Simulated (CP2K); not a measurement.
Runs of CP2K 2026.2 on MgTe. Symmetry: F-43m, No. 216, cubic system. Conventional cell: a = 6.464 Å, b = 6.464 Å, c = 6.464 Å, α = 90.00°, β = 90.00°, γ = 90.00°. Around Te (site symmetry -43m) lie 4 Mg at 2.80 Å. Around Mg (site symmetry -43m) lie 4 Te at 2.80 Å. The cell comes from a database or a generator and needn't be the stable form of this composition.

```tsv
level	cutoff of the non-local correlation (Ry)	gap on the mesh (eV)	pressure (GPa)
optB88-vdW	300	(a)	(c)
PBE	-	2.24	(b)
vdW-DF2	300	2.33	2.3
BLYP	-	2.37	2.7
PBEsol	-	2.10	0.9
TASK	-	4.23	4.9
LDA	-	1.98	0.2
```

Alike in all rows: task single point; potentials or basis POTENTIAL_UZH Te GTH-PBE-q6, Mg GTH-PBE-q10; TZVP-MOLOPT-PBE-GTH basis; no spin polarisation; cell as given; k mesh 7 × 7 × 7; smearing fermi-dirac 0.05 eV.

Estimate the missing entries.

(a) 2.26; (b) 1.6; (c) 1.2.

Caveats: spin-orbit coupling is left out, which moves the levels of the heavy elements; the basis of atomic orbitals isn't converged, which shifts pressures, moduli and gaps; the potentials were made for another functional, which shifts forces and pressure (some runs).

A k mesh can miss the band edges, and the runs leave out spin-orbit coupling on Te.
